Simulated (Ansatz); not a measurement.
**CdTe (F-43m): the equilibrium volume**

At what volume is CdTe (F-43m) free of pressure?

Method: DFT PBE, scalar-relativistic, plane waves, PAW, in Ansatz 0.2.0.

3 further runs of the same task are left out: 3 set aside as unsound or not needed.

## 1. The system as given

Symmetry: F-43m, No. 216, cubic system. The conventional cell has a = 6.564 Å, b = 6.564 Å, c = 6.564 Å, α = 90.00°, β = 90.00°, γ = 90.00°. Cd (site symmetry -43m) is surrounded by 4 Te at 2.84 Å. Te (site symmetry -43m) is surrounded by 4 Cd at 2.84 Å.

Structure file:

```
Cd Te
1.0
     0.00000    3.28211    3.28211
     3.28211    0.00000    3.28211
     3.28211    3.28211    0.00000
Cd Te
1 1
Direct
  0.00000 0.00000 0.00000
  0.25000 0.25000 0.25000
```

## 2. At the starting volume (PBE, 6×6×6 mesh)

input.yaml reads:

```yaml
crystal:
  lattice:
    - [0.0, 3.2821135562, 3.2821135562]
    - [3.2821135562, 0.0, 3.2821135562]
    - [3.2821135562, 3.2821135562, 0.0]
  atoms:
    - { symbol: Cd, position: [0.0, 0.0, 0.0] }
    - { symbol: Te, position: [0.25, 0.25, 0.25] }
basis:
  ecutwfc: 420
kpoints:
  mp_grid: { grid: [6, 6, 6] }
hamiltonian:
  xc: pbe
scf:
  occupations: { method: gaussian, width: 0.1 }
output:
  forces: true
  stress: true
  eigenvalues: true
```

The run is started by

```sh
> ansatz run input.yaml --threads 8 --pin off --max-ram 16384MiB --backend cpu --events-out ev --progress --plain --runs-dir out
```

The log of the run, cut to the lines that bear on the results:

```text
Warning: RAYON_NUM_THREADS=8 ignored (pool sized by the plan → 8); use --threads N
[...]
Pseudopotentials: kind: paw
Pseudopotential: Cd, paw, valence charge 20, recommended cutoff 420 eV (normal), Cd.paw.azcp
Pseudopotential: Te, paw, valence charge 16, recommended cutoff 420 eV (normal), Te.paw.azcp
Functional definition: PBE
[...]
Crystal: 2 atoms, lattice volume = 70.712 Å³
Basis set: ecut = 420 eV, 1411 PW (Γ), exchange–correlation on 64×64×64 points (8 copies of the dense FFT grid, shifted against one another)
Bands: 22, of which v1, the nominal top of the filled ones, is band 18 counted from 1 (17 counted from 0)
Symmetry: 24 space group operations
Space group: F-43m (ITA 216), of the structure as read, at distance tolerance 4.1e-5 Å
k-points: 16 of 216 (time reversal used)
[...]
SCF iter   1: F=—  HF=-15235.329274 eV  |F-HF|=—  |Δ(HF+E_count)|=         —  Δρ=1.35e-3  dr2=3.29e-3  ethr=1.77e-3  ⟨swp⟩=5.8  Hψ=1620  notcnv=0
[...]
SCF iter   6: F=-15235.328711 eV  HF=-15235.328711 eV  |F-HF|=3.41e-8  |Δ(HF+E_count)|=   1.76e-6  Δρ=2.89e-6  dr2=7.30e-9  ethr=2.78e-10  ⟨swp⟩=7.1  Hψ=1646  notcnv=0
[...]
SCF converged after 6 iterations
Free energy (F): -15235.328711 eV
[...]
E sigma→0 (E₀):  -15235.328711 eV
Entropy (-TS):   -0.000000 eV (-0.000 meV/atom)
Fermi energy:    7.269196 eV
[...]
--- Forces (eV/Å), atoms counted from 1 ---
  atom   1  Cd     0.00000000    -0.00000000    -0.00000000
  atom   2  Te    -0.00000000     0.00000000     0.00000000
[...]
--- Stress (GPa, compression-positive) ---
        0.931002      -0.000000      -0.000000
        0.000000       0.931002       0.000000
       -0.000000       0.000000       0.931002
  P = ⅓ Tr σ = 0.9310 GPa (9.310 kbar)
--- Band table (eV; the first three rows and the last of 16) ---
  k-point 0: bands = ["-95.0981", "-56.1605", "-56.1605", "-56.1605", "-29.0013", "-29.0013", "-29.0013", "-28.9946", "-28.9946", "-4.0276", "-1.2240", "-1.2240", "-1.2240", "-0.9906", "-0.9906", "6.9332", "6.9332", "6.9332", "7.5892", "11.5726", "11.5726", "11.5726"]
[...]
```

It took 0.71 s on 8 threads of Arm Neoverse V1, shared host; peak memory 0.41 GiB.

Result: volume 35.356 Å³/atom, pressure 0.93 GPa, mesh gap 0.66 eV.

## 3. Relaxing cell and atoms

input.yaml, as its differences from that of step 2:

```diff
@@ -15,3 +15,3 @@
 scf:
-  occupations: { method: gaussian, width: 0.1 }
+  occupations: { method: gaussian, width: 0.02 }
 output:
@@ -20 +20,10 @@
   eigenvalues: true
+  write_density: true
+  write_potential: true
+  elf: true
+  volumetric_format: npy
+relax:
+  adjacent_minimum: "off"
+  f_tol: 0.005
+  max_steps: 80
+  cell: { stress_tol: 0.05 }
```

The run is started by

```sh
> ansatz run input.yaml --threads 8 --pin off --max-ram 16384MiB --backend cpu --events-out ev --progress --plain --runs-dir out
```

The log of the run, cut to the lines that bear on the results:

```text
Warning: RAYON_NUM_THREADS=8 ignored (pool sized by the plan → 8); use --threads N
[...]
[... 4 set-up lines as earlier in the session ...]
[...]
Crystal: 2 atoms, lattice volume = 70.712 Å³
Basis set: ecut = 420 eV, 1411 PW (Γ), exchange–correlation on 64×64×64 points (8 copies of the dense FFT grid, shifted against one another)
Bands: 22, of which v1, the nominal top of the filled ones, is band 18 counted from 1 (17 counted from 0)
[... 2 set-up lines as earlier in the session ...]
k-points: 16 of 216 (time reversal used)
[...]
--- Forces (eV/Å), atoms counted from 1 ---
  atom   1  Cd     0.00000000    -0.00000000    -0.00000000
  atom   2  Te     0.00000000     0.00000000     0.00000000
[...]
--- Stress (GPa, compression-positive) ---
       -0.015790      -0.000000      -0.000000
       -0.000000      -0.015790       0.000000
       -0.000000       0.000000      -0.015790
  P = ⅓ Tr σ = -0.0158 GPa (-0.158 kbar)
--- Band table (eV; the first three rows and the last of 16) ---
[... band rows left out ...]
[...]
--- Relaxed structure (3 steps of the walk, 3 accepted, 1 SCFs on fresh bases) ---
  F+E_penalty+E_count = -15235.33377080 eV   max|allowed force component| = 3.672e-17 eV/Å   (the final SCF, on the basis selected at the relaxed cell)
  cell:  # Å, volume = 72.5307 Å³
    - [2.1655331139806256e-34, 3.310020233517542, 3.310020233517542]
    - [3.310020233517542, 6.33099975087277e-33, 3.310020233517542]
    - [3.310020233517542, 3.310020233517542, 7.133520846053826e-33]
  atoms:
    - { symbol: Cd, position: [-9.297043515981824e-34, 1.2218796836586239e-33, 9.688240613301245e-34] }
    - { symbol: Te, position: [0.25, 0.25, 0.25] }
```

Wall time 2.9 s (8 threads of Arm Neoverse V1, shared host); peak memory 0.45 GiB.

Relaxation path:

```tsv
step	energy from step 1 (meV/atom)	largest force component (eV/Å)	pressure (GPa)	volume (Å³/atom)
1	0.0	0.000	0.93	35.356
2	-2.0	0.000	-0.28	36.553
3	-2.3	0.000	-0.01	36.265
4	-2.5	0.000	-0.02	36.265
```

Step 1 is the start. Step 4 repeats the geometry before it on a plane-wave basis chosen anew for the final cell, which shifts the energy by -0.2 meV/atom.

This gives: volume 36.265 Å³/atom, pressure -0.02 GPa, mesh gap 0.58 eV.

## 4. Full relaxation once more, on the mesh of the new cell

input.yaml, as its differences from that of step 3:

```diff
@@ -2,5 +2,5 @@
   lattice:
-    - [0.0, 3.2821135562, 3.2821135562]
-    - [3.2821135562, 0.0, 3.2821135562]
-    - [3.2821135562, 3.2821135562, 0.0]
+    - [0.0, 3.3100202335, 3.3100202335]
+    - [3.3100202335, 0.0, 3.3100202335]
+    - [3.3100202335, 3.3100202335, 0.0]
   atoms:
@@ -11,3 +11,3 @@
 kpoints:
-  mp_grid: { grid: [6, 6, 6] }
+  mp_grid: { grid: [8, 8, 8] }
 hamiltonian:
```

The run is started by

```sh
> ansatz run input.yaml --threads 8 --pin off --max-ram 16384MiB --backend cpu --events-out ev --progress --plain --runs-dir out
```

The log of the run, cut to the lines that bear on the results:

```text
Warning: RAYON_NUM_THREADS=8 ignored (pool sized by the plan → 8); use --threads N
[...]
[... 4 set-up lines as earlier in the session ...]
[...]
Crystal: 2 atoms, lattice volume = 72.531 Å³
Basis set: ecut = 420 eV, 1411 PW (Γ), exchange–correlation on 64×64×64 points (8 copies of the dense FFT grid, shifted against one another)
Bands: 22, of which v1, the nominal top of the filled ones, is band 18 counted from 1 (17 counted from 0)
[... 1 set-up line as earlier in the session ...]
Space group: F-43m (ITA 216), of the structure as read, at distance tolerance 4.2e-5 Å
k-points: 29 of 512 (time reversal used)
[...]
E sigma→0 (E₀):  -15235.338684 eV
Fermi energy:    6.882987 eV
[...]
--- Forces (eV/Å), atoms counted from 1 ---
  atom   1  Cd     0.00000000    -0.00000000     0.00000000
  atom   2  Te    -0.00000000     0.00000000     0.00000000
[...]
--- Stress (GPa, compression-positive) ---
       -0.027693      -0.000000      -0.000000
       -0.000000      -0.027693       0.000000
        0.000000       0.000000      -0.027693
  P = ⅓ Tr σ = -0.0277 GPa (-0.277 kbar)
--- Band table (eV; the first three rows and the last of 29) ---
[... band rows left out ...]
[...]
--- Relaxed structure (1 steps of the walk, 1 accepted, 1 SCFs on fresh bases) ---
  F+E_penalty+E_count = -15235.33868416 eV   max|allowed force component| = 7.286e-17 eV/Å   (the final SCF, on the basis selected at the relaxed cell)
  cell:  # Å, volume = 72.5307 Å³
    - [0.0, 3.3100202335, 3.3100202335]
    - [3.3100202335, 0.0, 3.3100202335]
    - [3.3100202335, 3.3100202335, 0.0]
  atoms:
    - { symbol: Cd, position: [0.0, 0.0, 0.0] }
    - { symbol: Te, position: [0.24999999999999997, 0.24999999999999997, 0.24999999999999997] }
```

Run time: 2.3 s. Hardware: 8 threads of Arm Neoverse V1, shared host; peak memory 0.47 GiB.

Relaxation path:

```tsv
step	energy from step 1 (meV/atom)	largest force component (eV/Å)	pressure (GPa)	volume (Å³/atom)
1	0.0	0.000	-0.03	36.265
2	0.0	0.000	-0.03	36.265
```

Step 1 is the start. Step 2 repeats the geometry before it on a plane-wave basis chosen anew for the final cell, which leaves the energy as it was. The run keeps the 24 symmetry operations that it found, so it can't reach a distortion that breaks them.

Read off: volume 36.265 Å³/atom, pressure -0.03 GPa, mesh gap 0.58 eV.

## 5. The volume search in one table

```tsv
step	level	mesh	relaxed	volume (Å³/atom)	pressure (GPa)
2	PBE	6×6×6	nothing	35.356	0.93
3	PBE	6×6×6	all	36.265	-0.02
4	PBE	8×8×8	all	36.265	-0.03
```

How the cell compares, before and after:

| cell as typed | before | after | change |
| --- | --- | --- | --- |
| a (Å) | 4.642 | 4.681 | +0.9 % |
| b (Å) | 4.642 | 4.681 | +0.9 % |
| c (Å) | 4.642 | 4.681 | +0.9 % |
| volume (Å³/atom) | 35.356 | 36.265 | +2.6 % |
| shortest distance (Å) | 2.842 | 2.867 | +0.9 % |
| space group | F-43m | F-43m | same |

## 6. Summary of results

| quantity | value |
| --- | --- |
| volume | 36.265 Å³/atom |
| pressure | -0.03 GPa |
| conventional cell | a = 6.620 Å, b = 6.620 Å, c = 6.620 Å, α = 90.00°, β = 90.00°, γ = 90.00° |
| gap on the mesh | 0.58 eV |

**Reading.** From the first run shown, the volume went from 35.36 to 36.27 Å³/atom (+2.6 %) in 3 runs, where the pressure is zero within 0.03 GPa.

These are semilocal Kohn-Sham gaps, which aren't the measured quantity. Such gaps usually fall short of the measured ones; spin-orbit coupling, left out here, narrows gaps with Te, so the two errors partly cancel.
